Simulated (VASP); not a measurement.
CdSe (Cadmoselite), 4 atoms in the cell. Symmetry: P6_3mc, No. 186, hexagonal system. Conventional cell: a = 4.300 Å, b = 4.300 Å, c = 7.020 Å, α = 90.00°, β = 90.00°, γ = 120.00°. Around Cd (site symmetry 3m) lie 4 Se at 2.61 to 2.70 Å. Around Se (site symmetry 3m) lie 4 Cd at 2.61 to 2.70 Å. 

```yaml
Program: VASP 6.6.1
Task: band structure
Functional: TB-mBJ
Potentials_or_basis: VASP PAW PBE potentials, release 64 (Cd, Se)
Cutoff: 520 eV
k_mesh: 8 × 8 × 4
Occupations: gaussian, width 0.02 eV
Spin: no spin polarisation
Ladder: gaps
Further_INCAR_settings: ALGO = Normal; EDIFF = 1e-06; NBANDS = 26
```

Potentials or basis: VASP PAW PBE potentials, release 64 (Cd, Se).

Command:

```bash
$ cat potpaw_PBE.64/Cd/POTCAR potpaw_PBE.64/Se/POTCAR > POTCAR
$ cp INCAR.step1 INCAR
$ mpirun -np 1 vasp_std > vasp.out
$ cp INCAR.step2 INCAR
$ mpirun -np 1 vasp_std > vasp.out
```

Hardware: 1 thread of Intel(R) Xeon(R) Platinum 8259CL CPU @ 2.50GHz (Skylake/Cascade Lake), on a shared host.

Task: How long does it take, and how much memory?

Result: Wall time 7.6 min on 1 thread of Intel(R) Xeon(R) Platinum 8259CL CPU @ 2.50GHz (Skylake/Cascade Lake), on a shared host, peak memory 0.29 GiB. Counts: scf iterations 59, k points 30.
